A crystal of copper, with its cell strained slightly and at random, has been computed with density-functional theory. Its levels are listed at four k points, that is, for four wavelengths and directions of the electron waves. Each point takes two rows, one per spin; the crystal has no magnetic moment and the two are identical, so rows 1, 3, 5 and 7 carry all the information.

Energies are counted from the Fermi energy, the border between mostly filled and mostly empty levels. "Level under 1" is the first level below it, "level over 1" the first above, and so on outwards.

FLEUR MaX-R8.1 (later development tree), all-electron FLAPW with LDA, collinear spins and no spin-orbit coupling, for strained copper. The k mesh is 8×8×8, with Fermi-Dirac smearing of 0.05 eV. Energies are relative to the Fermi energy; points 1 to 4 are (0, 0, 0), (0.125, 0.125, 0.5), (0.125, 0.125, 0.625) and (0.375, 0, 0.375) in reciprocal lattice vectors.

```csv
row,level point (row),level under 2 (eV),level under 1 (eV),level over 1 (eV),level over 2 (eV),level spin
1,1,-2.186,-2.114,22.586,24.431,up
2,1,-2.186,-2.114,22.586,24.431,down
3,2,-1.815,-0.419,5.367,17.249,up
4,2,-1.815,-0.419,5.367,17.249,down
5,3,-2.698,-1.600,0.087,4.166,up
6,3,-2.698,-1.600,0.087,4.166,down
7,4,-1.678,-1.213,11.480,13.388,up
8,4,-1.678,-1.213,11.480,13.388,down
```

**(a) In which rows does "level over 1" fall out of line, and is the level found there an unusual one?**

*Solution.* In rows 1, 3 and 7 the first empty level lies more than 5 eV up. In row 5, and in its spin copy row 6, it lies at only 0.087 eV. Read down the column, this looks like an extra level that has appeared from nowhere.

Counting electrons suggests a simpler reading. Copper has eleven electrons in its 3d and 4s shells, and each band holds two per atom, so on average five and a half bands are filled. A metal meets such a half-integer by filling six bands at some k points and five at others. From the known bands of copper, rows 1, 3 and 7 have six filled levels and row 5 has five.

The columns, however, count from the Fermi energy and not by band. When the sixth level rises through the Fermi energy it leaves "level under 1" and becomes "level over 1", and each later level moves one column outwards. The seventh level of row 5 is therefore its "level over 2", at 4.166 eV. This belongs beside the "level over 1" of row 3, at 5.367 eV.

Sorted in this way, row 5 is no longer odd. Its sixth level lies only about 0.5 eV higher than that of row 3, which is at −0.419 eV. The jump in the column comes from a small shift of one level across the line from which the columns are counted.

The same caution applies to row 1, which is the point Γ, where the wavelength is infinite. About 25 eV separate its filled and empty levels, yet this is no band gap. Other k points have levels inside that interval, and the crystal is a metal.

**(b) Could the crossing have been foreseen without the computed levels? Take the limit in which the 4s electron feels no lattice potential.**

*Solution.* Let ten of the eleven electrons fill the five d bands. One electron per atom is left, and in this limit it moves as a free wave of energy $\hbar^2k^2/2m$. The free electrons fill all waves up to a Fermi energy that depends only on the volume per atom, $\Omega = 11.81$ Å³:

$$E_F^{\text{free}}=\frac{\hbar^2}{2m}\left(\frac{3\pi^2}{\Omega}\right)^{2/3}\approx 7.03\ \text{eV}.$$

The crystal still matters in one respect. Wave vectors that differ by a reciprocal lattice vector $\mathbf G$ count as the same k point, so each point carries a ladder of waves $\mathbf k+\mathbf G$. The lowest rung is the shortest of these vectors.

Here is the estimate for row 5, first in the unstrained face-centred cubic crystal. The cube edge is $a=(4\Omega)^{1/3}\approx 3.6$ Å, which makes the natural energy unit $(\hbar^2/2m)(2\pi/a)^2\approx 11.51$ eV. The point (0.125, 0.125, 0.625) is equivalent to a vector with Cartesian components of size 3/8, 3/8 and 5/8 in units of $2\pi/a$. Its squared length is $(9+9+25)/64\approx 0.672$, so that

$$E-E_F^{\text{free}}\approx 0.672\times 11.51-7.03\approx 0.70\ \text{eV}.$$

The lowest wave of row 5 is thus expected to be empty. The actual, strained cell changes the estimate to 0.52 eV but not its sign. For rows 3 and 7 the same calculation gives −0.68 and −0.53 eV, so their lowest waves are filled.

A picture makes this easy to remember. The filled free waves form a sphere of radius $\sqrt{7.03/11.51}\approx 0.78$ in units of $2\pi/a$. In the unstrained crystal the shortest vectors of rows 3 and 7 have length 0.75, just inside the sphere, and that of row 5 has length 0.82, just outside. At Γ the length is zero; there the free wave lies at the very bottom, beneath the d levels, and the sixth level is a d level.

The model contains no constant adjusted to the levels, so its agreement with the table on which rows have a filled sixth level is a real test. It does not get the order of the filled ones right: it puts row 3 slightly below row 7, while the calculation puts row 7 lower. The test is a narrow one, though. The computed sixth levels of rows 3, 5 and 7 differ from the model by 0.3 to 0.7 eV, about as much as the free waves differ from the Fermi energy. The model suggests that the sixth band crosses the Fermi energy close to these points, but it cannot be trusted to settle on which side a particular one falls.

Even the full calculation leaves row 5 close to the line. With the smearing used, a level at 0.087 eV is still about 15% occupied, and the k mesh that fixes the Fermi energy is coarse. In the model, the strain alone moves this level by about 0.2 eV. "Just about at the Fermi energy" is a safer description of it than "empty".

For another k point the recipe is the same: find the shortest equivalent vector and compare its length with 0.78. A clearly shorter vector means six filled levels, and a clearly longer one usually means five. The known bands of copper have an exception around the points called L, the centres of the zone faces nearest to Γ. There the two lowest waves have nearly equal energies, and the lattice potential pushes the lower level beneath the Fermi energy. Six levels are then filled although the vector lies outside the sphere. Near the sphere, a small value in "level over 1" or "level under 1" should come as no surprise.

**(c) With the levels sorted, where does the free-electron ladder itself break down, and why there?**

*Solution.* Go up the ladder and compare each empty level with its free wave in the strained cell. Five of the eight empty levels agree with the model to within about 0.8 eV. The other three lie far below it: both levels of row 1, by 4.0 and 2.2 eV, and "level over 2" of row 7, by 2.5 eV.

These three have something in common. At Γ, eight free waves lie close together, between 26.6 and 28.8 eV above the Fermi energy. In row 7, four lie between 15.9 and 17.5 eV. The five well-described levels belong to waves with more room around them, though the two waves of row 5 are only 2.8 eV apart.

Two limits explain why crowding matters. Let the lattice potential couple two waves with strength $V$, and let their free energies differ by $\Delta$. The coupled levels are then separated by

$$S=\sqrt{\Delta^2+4V^2}.$$

If $\Delta$ is much larger than $V$, each level moves by only about $V^2/\Delta$. If $\Delta$ is zero, each moves by the whole of $V$. A potential of about 1 eV is therefore hardly felt by isolated waves, but acts at full strength among equal ones.

In a crowded set several such couplings act together, and the lowest level can sink by more than a single $V$. To first order the couplings leave the average energy of the set unchanged, so some members must fall while others rise. The table reaches only the lowest members of each crowded set, and these are the ones that have fallen. This would explain why the three large deviations are all downward.

The table offers a control. One could suspect that the free-electron picture simply fails at high energy. Yet the isolated wave behind "level over 2" of row 3 lies at 17.7 eV, higher than the lowest of the crowded waves in row 7, and the computed level is only 0.4 eV from it. Height alone therefore does not explain the failure in row 7. For Γ, where the waves lie higher still, the table has no such control.

Strain does not explain the large shifts either. It spreads the crowded sets by about 2 eV, but the first empty level at Γ lies 4.0 eV below the lowest free wave of its set, and the level in row 7 lies 2.5 eV below its own. Levels more than 20 eV up are less certain in a linearised basis such as this one, so the size of the shift at Γ should be read as "several eV".

It is tempting to go further and describe the whole lattice by one value of $V$. Rows 3 and 5 allow a strict check, because the two lowest waves are linked by the same reciprocal lattice vector in both. Solving the formula above for $V$, with the computed separation of the sixth and seventh levels as $S$, gives 0.8 eV in row 3 and 1.5 eV in row 5. With the larger value, the separation in row 3 would come out at 6.3 eV instead of the computed 5.8 eV.

The two-wave formula thus explains why crowded waves respond strongly, but its $V$ is not a constant of the material. A likely reason is that the sixth level near the Fermi energy is not a pure free wave: the d levels lie only a little lower and mix with it, by an amount that changes from point to point. Such mixing is well known in copper, but its share in the difference between these two rows is untested here. The local-density approximation also places copper's d levels a few tenths of an eV too close to the Fermi energy, which affects how strongly they mix.

The two kinds of break therefore call for different remedies. The one in row 5 is a matter of counting and disappears when the levels are sorted by band. The ones in rows 1 and 7 are physical, and no relabelling brings the levels back to the free-electron ladder. The next step there would be to apply the lattice potential to the whole set of nearly equal waves at once, which would also test the explanation given here.
